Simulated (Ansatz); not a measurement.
Runs of Ansatz 0.2.0 on PtS2. The structure is trigonal, space group P-3m1 (No. 164). Conventional cell: a = 3.543 Å, b = 3.543 Å, c = 5.039 Å, α = 90.00°, β = 90.00°, γ = 120.00°. Pt (site symmetry -3m) is surrounded by 6 S at 2.34 Å. Around S (site symmetry 3m) lie 3 Pt at 2.34 Å. 

```tsv
level	cutoff (eV)	gap on the mesh (eV)	pressure (GPa)	largest force (eV/Å)
PBEsol0	420	2.53	3.4	0.71
HF	420	7.54	11.7	1.18
PBE0	420	2.59	(d)	0.91
r2SCAN0	500	(c)	5.7	0.90
r2SCAN50	500	3.98	(a)	(b)
```

Alike in all rows: task band structure; potentials or basis Ansatz PAW; no spin polarisation; cell as given; k mesh 5 × 5 × 3; smearing fermi-dirac 0.05 eV.

Estimate the missing entries.

(a) 2.2; (b) 0.58; (c) 2.69; (d) 6.9.

Caveats: the k mesh misses the band edges, so the gap on the mesh is wider than the one along the path; spin-orbit coupling is left out, which moves the levels of the heavy elements; the PAW data sets come from PBE, with cores solved anew for the run's functional, which leaves a small shift of forces and pressure; the thresholds are loose for stress; forces of over 1 eV/Å show positions far from the minimum, so gaps and moduli don't describe the material at rest (some runs).

A k mesh can miss the band edges, and the runs leave out spin-orbit coupling on Pt.
